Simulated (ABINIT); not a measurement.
GaN:

```
CELL_PARAMETERS angstrom
0.00000 2.25350 2.25350
2.25350 0.00000 2.25350
2.25350 2.25350 0.00000
ATOMIC_POSITIONS crystal
Ga 0.00000 0.00000 0.00000
N 0.25000 0.25000 0.25000
```

The cell is a database's computed one.

Base run:

| Property | Result |
| --- | --- |
| Program | ABINIT 10.8.3 (patched build) |
| Functional | PBE0 |
| Potentials or basis | SPMS NC PBE v1.0 |
| Cutoff | 952 eV |
| k mesh | 6 × 6 × 6 |
| Occupations | fermi-dirac, width 0.05 eV |
| Spin | no spin polarisation |

Its results: band gap on the k mesh 2.15 eV, direct.

Q: After a change of settings the same cell gave: band gap on the k mesh 2.94 eV, direct. Which change was it?
A. share of exact exchange from 0.05 to 0.15
B. share of exact exchange from 0.05 to 0.25
C. share of exact exchange from 0.05 to 0.35

A: A.

Caveats: exact exchange is summed on a coarse mesh, which widens gaps by tenths of an eV.
